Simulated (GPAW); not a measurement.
Runs of GPAW 26.7.0 on Ni. Symmetry: Fm-3m, No. 225, cubic system. The conventional cell has a = 3.475 Å, b = 3.475 Å, c = 3.475 Å, α = 90.00°, β = 90.00°, γ = 90.00°. Ni (site symmetry m-3m) is surrounded by 12 Ni at 2.46 Å. 

```tsv
task	level	potentials or basis	cell	band path	band points	optimizer	fmax	max steps	gap on the mesh (eV)	pressure (GPa)	moment (μB)
band structure	LDA	the program's PAW data sets (release 1.2.1) made for this functional, pw	as given	GXWKGLUWLK,UX	80	-	-	-	-	-8.2	0.62
relaxation of cell and atoms	RPBE+D3(BJ)	the program's PAW data sets (release 1.2.1) made for this functional, pw	relaxed	-	-	LBFGS	0.05 eV/Å	40	none	0.7	0.63
band structure	PBEsol	PAW data sets generated in the run's folder for this functional, pw	as given	GXWKGLUWLK,UX	60	-	-	-	-	(a)	0.63
relaxation of cell and atoms	PBEsol+D3(BJ)	PAW data sets generated in the run's folder for this functional, pw	relaxed to -1 GPa	-	-	LBFGS	0.02 eV/Å	60	none	-0.9	0.63
relaxation of cell and atoms	LDA	the program's PAW data sets (release 1.2.1) made for this functional, pw	relaxed to -1 GPa	-	-	BFGS	0.05 eV/Å	40	none	-0.9	0.62
```

Alike in all rows: spin collinear, ferromagnetic start; k mesh 13 × 13 × 13; cutoff (eV) 600; smearing fermi-dirac 0.05 eV.

Task: Fill in the values left out.

Result: (a) 0.6.

Caveats: the stock nickel data set gives pressures a few GPa off other programs; each step starts from the last one's moments, so a moment once lost doesn't come back (some runs); later steps reuse the first step's grids (some runs); pairwise dispersion overbinds metals, which lowers pressure and volume (some runs).

A gap of «none» marks a metal or a gap under the smearing width.

Runs at the PBE level aren't shown here.
